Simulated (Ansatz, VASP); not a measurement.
# Zn: VASP beside Ansatz

```
CELL_PARAMETERS angstrom
0.00000 2.73837 2.73837
2.73837 0.00000 2.73837
2.73837 2.73837 0.00000
ATOMIC_POSITIONS crystal
Zn 0.12500 0.12500 0.12500
Zn 0.87500 0.87500 0.87500
```

The cell was built by a generator and needn't be a form met in nature.

Alike in both runs: task relaxation of cell and atoms; functional PBE; k mesh 10 × 10 × 10; occupations fermi-dirac, width 0.1 eV; no spin polarisation.

```csv
,VASP,Ansatz
version,VASP 6.6.1,Ansatz 0.2.0
potentials or method,"VASP PAW PBE potentials, release 64 (Zn)","plane waves (420 eV) with PAW, scalar-relativistic"
plane-wave cutoff (eV),600,420
valence electrons in the cell,24,24
```

|  | VASP | Ansatz | Ansatz less VASP |
| --- | --- | --- | --- |
| relaxed volume (Å³/atom) | 24.90 | 24.70 | -0.199 |
| relaxed cell length with the largest relative difference (Å) | 4.130 | 4.119 | -0.0110 |
| energy change over the relaxation (meV/atom) | -88 | -83 | +5.0 |

Caveats: the volume moved by over 15 % at a fixed basis, so the end points are rough (VASP).
